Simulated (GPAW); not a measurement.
## Dielectric function and optical constants of KCl (Sylvite)

Aim: the dielectric function of KCl (Sylvite), and the optical constants that follow from it.

Main program and level: GPAW 26.7.0; DFT, PBE, plane-wave PAW (GPAW data sets), scalar-relativistic, RPA, optical limit.

### 1. Starting point

Symmetry: Fm-3m, No. 225, cubic system. Conventional cell: a = 6.293 Å, b = 6.293 Å, c = 6.293 Å, α = 90.00°, β = 90.00°, γ = 90.00°. Nearest to K lie 6 Cl at 3.15 Å. Cl has 6 K at 3.15 Å nearest. Farther neighbours and most contacts between anions are not listed.

### 2. Ground state

The self-consistent density comes first; it also tells whether there is a gap, which decides the occupations and the need for a Drude term.

This step: DFT, PBE, plane-wave PAW (GPAW data sets), scalar-relativistic, ground state (GPAW 26.7.0).

Input file gs.py:

```python
from ase import Atoms
from ase.dft.bandgap import bandgap
from gpaw import GPAW, PW, FermiDirac

atoms = Atoms(['K', 'Cl'],
              cell=[[0.000000000000, 3.146470000000, 3.146470000000],
                    [3.146470000000, 0.000000000000, 3.146470000000],
                    [3.146470000000, 3.146470000000, 0.000000000000]],
              scaled_positions=[[0.000000000000, 0.000000000000, 0.000000000000],
                                [0.500000000000, 0.500000000000, 0.500000000000]],
              pbc=[True, True, True])
atoms.calc = GPAW(mode=PW(500), xc='PBE', kpts={'size': (6, 6, 6), 'gamma': True},
                  occupations=FermiDirac(0.05), maxiter=150, txt='gs.txt')
print('energy (eV)', atoms.get_potential_energy())
print('Fermi level (eV)', atoms.calc.get_fermi_level())
print('valence electrons', atoms.calc.get_number_of_electrons())
print('gap (eV)', bandgap(atoms.calc, output=None)[0])
print('direct gap (eV)', bandgap(atoms.calc, direct=True, output=None)[0])
atoms.calc.write('gs.gpw')
```

Run with:

```sh
> OMP_NUM_THREADS=1 python gs.py
```

Numbers of over 12 decimals in the logs are rounded to 6 here.

The log of the run:

```text
__  _  _
 | _ |_)|_||  |
 |__||  | ||/\| - 26.7.0

Versions:
  Python: 3.12.14
  ASE:    3.29.0
  Numpy:  2.5.5
  Scipy:  1.18.1
  Libxc:  7.0.0

Input parameters:
  mode=PW(ecut=500.0),
  kpts=MonkhorstPack(size=(6, 6, 6), gamma=True),
  maxiter=150,
  occupations=Occupations(name='fermi-dirac', width=0.05, fixmagmom=False),
  xc=XC(name='PBE')

Diagonalizing LCAO Hamiltonian
Converting LCAO to pw mode

                 Cl

       K

Atoms  # Å, Bohr magnetons
|   | symbol |        x |        y |        z |    initial magnetic moments |
| 0 |      K | 0.000000 | 0.000000 | 0.000000 | ( 0.0000,  0.0000,  0.0000) |
| 1 |     Cl | 3.146470 | 3.146470 | 3.146470 | ( 0.0000,  0.0000,  0.0000) |

Unit cell  # Å
| periodic |        x |        y |        z |  lengths |    angles |
|      yes | 0.000000 | 3.146470 | 3.146470 | 4.449781 | 60.000000 |
|      yes | 3.146470 | 0.000000 | 3.146470 | 4.449781 | 60.000000 |
|      yes | 3.146470 | 3.146470 | 0.000000 | 4.449781 | 60.000000 |

Number of symmetries: 48
Symmetry operations  # r_c * U_cc + t_c -> r_c
|    | kind |            matrix            |
|  0 |  σ   |  1, 0, 0,  1, 0,-1,  1,-1, 0 |
|  1 |  C2  |  1, 0, 0,  1,-1, 0,  1, 0,-1 |
|  2 |  E   |  1, 0, 0,  0, 1, 0,  0, 0, 1 |
|  3 |  σ   |  1, 0, 0,  0, 0, 1,  0, 1, 0 |
|  4 |  C4  |  1, 0,-1,  1, 0, 0,  1,-1, 0 |
|  5 |  S6  |  1, 0,-1,  1,-1, 0,  1, 0, 0 |
|  6 |  σ   |  1, 0,-1,  0, 1,-1,  0, 0,-1 |
|  7 |  C3  |  1, 0,-1,  0, 0,-1,  0, 1,-1 |
|  8 |  S6  |  1,-1, 0,  1, 0, 0,  1, 0,-1 |
|  9 |  C4  |  1,-1, 0,  1, 0,-1,  1, 0, 0 |
| 10 |  C3  |  1,-1, 0,  0,-1, 1,  0,-1, 0 |
| 11 |  σ   |  1,-1, 0,  0,-1, 0,  0,-1, 1 |
| 12 |  σ   |  0, 1, 0,  1, 0, 0,  0, 0, 1 |
| 13 |  C4  |  0, 1, 0,  0, 1,-1, -1, 1, 0 |
| 14 |  C3  |  0, 1, 0,  0, 0, 1,  1, 0, 0 |
| 15 |  S6  |  0, 1, 0, -1, 1, 0,  0, 1,-1 |
| 16 |  C2  |  0, 1,-1,  1, 0,-1,  0, 0,-1 |
| 17 |  σ   |  0, 1,-1,  0, 1, 0, -1, 1, 0 |
| 18 |  S4  |  0, 1,-1,  0, 0,-1,  1, 0,-1 |
| 19 |  C4  |  0, 1,-1, -1, 1, 0,  0, 1, 0 |
| 20 |  C3  |  0, 0, 1,  1, 0, 0,  0, 1, 0 |
| 21 |  σ   |  0, 0, 1,  0, 1, 0,  1, 0, 0 |
| 22 |  S6  |  0, 0, 1,  0,-1, 1, -1, 0, 1 |
| 23 |  C4  |  0, 0, 1, -1, 0, 1,  0,-1, 1 |
| 24 |  S4  |  0, 0,-1,  1, 0,-1,  0, 1,-1 |
| 25 |  C3  |  0, 0,-1,  0, 1,-1,  1, 0,-1 |
| 26 |  C2  |  0, 0,-1,  0,-1, 0, -1, 0, 0 |
| 27 |  S6  |  0, 0,-1, -1, 0, 0,  0,-1, 0 |
| 28 |  S4  |  0,-1, 1,  1,-1, 0,  0,-1, 0 |
| 29 |  C4  |  0,-1, 1,  0, 0, 1, -1, 0, 1 |
| 30 |  C2  |  0,-1, 1,  0,-1, 0,  1,-1, 0 |
| 31 |  σ   |  0,-1, 1, -1, 0, 1,  0, 0, 1 |
| 32 |  C3  |  0,-1, 0,  1,-1, 0,  0,-1, 1 |
| 33 |  S6  |  0,-1, 0,  0, 0,-1, -1, 0, 0 |
| 34 |  S4  |  0,-1, 0,  0,-1, 1,  1,-1, 0 |
| 35 |  C2  |  0,-1, 0, -1, 0, 0,  0, 0,-1 |
| 36 |  C2  | -1, 1, 0,  0, 1, 0,  0, 1,-1 |
| 37 |  S6  | -1, 1, 0,  0, 1,-1,  0, 1, 0 |
| 38 |  S4  | -1, 1, 0, -1, 0, 1, -1, 0, 0 |
| 39 |  C3  | -1, 1, 0, -1, 0, 0, -1, 0, 1 |
| 40 |  S6  | -1, 0, 1,  0, 0, 1,  0,-1, 1 |
| 41 |  C2  | -1, 0, 1,  0,-1, 1,  0, 0, 1 |
| 42 |  C3  | -1, 0, 1, -1, 1, 0, -1, 0, 0 |
| 43 |  S4  | -1, 0, 1, -1, 0, 0, -1, 1, 0 |
| 44 |  C2  | -1, 0, 0,  0, 0,-1,  0,-1, 0 |
| 45 |  i   | -1, 0, 0,  0,-1, 0,  0, 0,-1 |
| 46 |  σ   | -1, 0, 0, -1, 1, 0, -1, 0, 1 |
| 47 |  C2  | -1, 0, 0, -1, 0, 1, -1, 1, 0 |

BZ-sampling:
  Number of BZ points: 216
  Number of IBZ points: 16

  Monkhorst-Pack size: [6, 6, 6]
  Monkhorst-Pack shift: [0.083333, 0.083333, 0.083333]

K-points  # in reciprocal-cell coordinates
|     |                                coordinates |     weight |
|   0 | (  0.00000000,   0.00000000,   0.00000000) | 0.00462963 |
|   1 | (  0.16666667,   0.16666667,   0.00000000) | 0.02777778 |
|   2 | (  0.16666667,   0.16666667,   0.16666667) | 0.03703704 |
|   3 | (  0.33333333,   0.16666667,   0.16666667) | 0.05555556 |
|   4 | (  0.33333333,   0.33333333,  -0.33333333) | 0.05555556 |
|   5 | (  0.33333333,   0.33333333,   0.00000000) | 0.02777778 |
|   6 | (  0.33333333,   0.33333333,   0.16666667) | 0.11111111 |
|   7 | (  0.33333333,   0.33333333,   0.33333333) | 0.03703704 |
|   8 | (  0.50000000,   0.33333333,  -0.33333333) | 0.11111111 |
|   9 | (  0.50000000,   0.33333333,  -0.16666667) | 0.05555556 |
| ... |                                            |            |
|  15 | (  0.50000000,   0.50000000,   0.50000000) | 0.01851852 |

Plane wave coefficients: 1596
Cutoff: 500.0 eV

Spin-components: 1 (collinear spins)
Bands:           9
Projectors:      10
Spin-degeneracy: 2
Datatype:        complex128

Parallelization:
  kpt:    1
  domain: 1
  band:   1

Density:
  Valence electrons: 16.0
  Components: 1
  Grid points: [24 24 24]
  Charge: 0.0  # |e|

Potential:
  Grid points: [24 24 24]

species:
  K:
    name:    Potassium
    id:
    Z:       19.0
    valence: 9
    core:    10
    charge:  0.0  # [|e|]
    compensation charges:
      type: gauss
      rc: 0.35  # [Å]
      lmax: 2
    cutoffs:
      filter: 1.91  # [Å]
      core: 1.27  # [Å]
    projectors
    | kind |    occ | energy [eV] | rcut [Å] |
    |   3s |  2.000 |     -35.338 |    1.122 |
    |   4s |  1.000 |      -2.319 |    1.122 |
    |   3p |  6.000 |     -18.813 |    1.106 |
    |    p |        |       8.398 |    1.106 |
    |    d |        |       0.000 |    0.937 |

    Using partial waves for K as LCAO basis

  Cl:
    name:    Chlorine
    id:
    Z:       17.0
    valence: 7
    core:    10
    charge:  0.0  # [|e|]
    compensation charges:
      type: gauss
      rc: 0.25  # [Å]
      lmax: 2
    cutoffs:
      filter: 1.40  # [Å]
      core: 1.49  # [Å]
    projectors
    | kind |    occ | energy [eV] | rcut [Å] |
    |   3s |  2.000 |     -20.689 |    0.794 |
    |   3p |  5.000 |      -8.594 |    0.794 |
    |    s |        |       6.523 |    0.794 |
    |    p |        |      18.617 |    0.794 |
    |    d |        |       0.000 |    0.794 |

    Using partial waves for Cl as LCAO basis

Reference energy: -28937.202614  # eV

eigensolver:
  PPCG
  Converge bands: occupied
  niter=2

density mixing:
  MSR1-Mixer
  Pratt-step length: 0.05
  Maximum mixing coefficient: 0.75
  Old densities: 10
  SVD Regularization: 0.005
  Good broyden scale: 1.0
  Trust region scale: 1.0
  Backstep threshold: 4.0
  History deletion threshold: 6.0
  Fourier metric: weight=20.0, sigma=0.015

occupation numbers:
  Fermi-Dirac:
    width: 0.0500  # eV

poisson solver:
  ecut: 4000.0  # eV

xc functional:
  name: PBE with 2 nearest neighbor stencil

convergence criteria:
- Maximum [total energy] change in last 3 cyles: 0.0005 eV / valence electron
- Maximum integral of absolute [dens]ity change: 0.0001 electrons / valence electron
- Maximum integral of absolute [eigenst]ate change: 4e-08 eV^2 / valence electron
maximum number of iterations: 150

SCF iterations
|iter     |      energy | eigst |  dens |
|iter:   1||   -7.140288 | -0.29 |       |
|iter:   2||   -7.102072 | -2.31 | -1.28 |
|iter:   3||   -6.950580 | -1.29 | -1.32 |
|iter:   4||   -6.952766 | -2.63 | -1.67 |
|iter:   5||   -6.955833c| -3.73 | -2.04 |
|iter:   6||   -6.956149c| -4.88 | -2.68 |
|iter:   7||   -6.956167c| -6.15 | -3.45 |
|iter:   8||   -6.956169c| -7.05 | -3.96 |
|iter:   9||   -6.956169c| -7.70c| -5.05c|

Converged in 9 steps
SCF loop duration: 3.802 s (0.422 s/step)
Energy contributions relative to reference atoms: (reference = -28937.202614)

Energy contributions:
  Kinetic:           3.917003
  Coulomb:          -3.194427
  Zero:             -0.647151
  External:          0.000000
  Xc:               -7.031594
  Entropy:          -0.000000
  Spinorbit:         0.000000
  ----------------------------
  Free energy:      -6.956169
  Extrapolated:     -6.956169

dipole moment: (-22.928951, -22.928951, -22.928951)  # |e|*Ang

Fermi level: 1.678
Eigenvalues  # (at kpt = [0.000, 0.000, 0.000])
| band index |      eig [eV] | occ [0-2] |
|          0 |       -27.497 |     2.000 |
|          1 |       -12.443 |     2.000 |
|          2 |       -10.991 |     2.000 |
|          3 |       -10.991 |     2.000 |
|          4 |       -10.991 |     2.000 |
|          5 |        -0.329 |     2.000 |
|          6 |        -0.329 |     2.000 |
|          7 |        -0.329 |     2.000 |
|          8 |         4.864 |     0.000 |

Gap: 5.193 eV
Transition (v -> c):
  (s=0, k=0, n=7, [0.00, 0.00, 0.00]) -> (s=0, k=0, n=8, [0.00, 0.00, 0.00])
No difference between direct/indirect transitions

--- standard output ---
energy (eV) -6.956169
Fermi level (eV) 1.678373
valence electrons 16.0
gap (eV) 5.193027
direct gap (eV) 5.193027
```

Elapsed: 5.1 s, on 1 thread of Arm Neoverse V2, shared host; peak memory 0.14 GiB.

This step gave:

```
energy                 : -6.956 eV
Fermi energy           : 1.678 eV
gap on the k-mesh      : 5.193 eV
direct gap on the mesh : 5.193 eV
electrons              : 16
```

There is a gap, 5.19 eV on this mesh (points off the mesh can give less), so no carriers' term is needed.

### 3. Bands for the response

The response needs many more empty bands than the density does.

This step: DFT, PBE, plane-wave PAW (GPAW data sets), scalar-relativistic, bands at fixed density (GPAW 26.7.0).

Input file nscf.py:

```python
from ase.dft.bandgap import bandgap
from gpaw import GPAW, FermiDirac

calc = GPAW('gs.gpw').fixed_density(kpts={'size': (10, 10, 10), 'gamma': True}, nbands=44, convergence={'bands': 38},
                                    occupations=FermiDirac(0.001), txt='nscf.txt')
print('gap (eV)', bandgap(calc, output=None)[0])
print('direct gap (eV)', bandgap(calc, direct=True, output=None)[0])
print('top band over the Fermi level (eV)', min(calc.get_eigenvalues(kpt=k)[37] for k in range(len(calc.get_ibz_k_points()))) - calc.get_fermi_level())
calc.write('full.gpw', mode='all')
```

Run with:

```sh
> OMP_NUM_THREADS=1 python nscf.py
```

The log of the run:

```text
Diagonalizing LCAO Hamiltonian
Converting LCAO to pw mode
convergence criteria:
- Maximum integral of absolute [eigenst]ate change: 4e-08 eV^2 / valence electron
maximum number of iterations: 150

SCF iterations
|iter     |      energy | eigst |  dens |
|iter:   1||             | +3.73 |       |
|iter:   2||             | +2.42 |       |
|iter:   3||             | +1.29 |       |
|iter:   4||             | +0.29 |       |
|iter:   5||             | -0.63 |       |
|iter:   6||             | -1.53 |       |
|iter:   7||             | -2.51 |       |
|iter:   8||             | -3.29 |       |
|iter:   9||             | -3.91 |       |
|iter:  10||             | -4.42 |       |
|iter:  11||             | -4.83 |       |
|iter:  12||             | -5.14 |       |
|iter:  13||             | -5.34 |       |
|iter:  14||             | -5.64 |       |
|iter:  15||             | -5.86 |       |
|iter:  16||             | -6.19 |       |
|iter:  17||             | -6.35 |       |
|iter:  18||             | -6.58 |       |
|iter:  19||             | -6.76 |       |
|iter:  20||             | -6.91 |       |
|iter:  21||             | -7.12 |       |
|iter:  22||             | -7.23 |       |
|iter:  23||             | -7.38 |       |
|iter:  24||             | -7.61c|       |
SCF steps: 24
  __  _  _
 | _ |_)|_||  |
 |__||  | ||/\| - 26.7.0

Versions:
  Python: 3.12.14
  ASE:    3.29.0
  Numpy:  2.5.5
  Scipy:  1.18.1
  Libxc:  7.0.0

Input parameters:
  mode=PW(ecut=500.0),
  convergence={'bands': 38},
  gpts=array([24, 24, 24]),
  kpts=MonkhorstPack(size=(10, 10, 10), gamma=True),
  maxiter=150,
  nbands=44,
  occupations=Occupations(name='fermi-dirac', width=0.001, fixmagmom=False),
  parallel={},
  xc=XC(name='PBE')

--- standard output ---
gap (eV) 5.193027
direct gap (eV) 5.193027
top band over the Fermi level (eV) 29.381941
```

Wall time 1.7 min (1 thread); peak memory 0.21 GiB.

[end of part 1 of 2]

[Machine, clock and banner lines and Python warnings are left out of the logs.]

[Logs are printed without paths, hosts, clocks, repeated set-up lines and the standing remarks that a program may print on its own settings, such as how far it seeks lower states.]

[Hosts, paths, dates, database ids (printed as entryN), source tags and the programs' standing remarks are cut or masked in the printed files.]
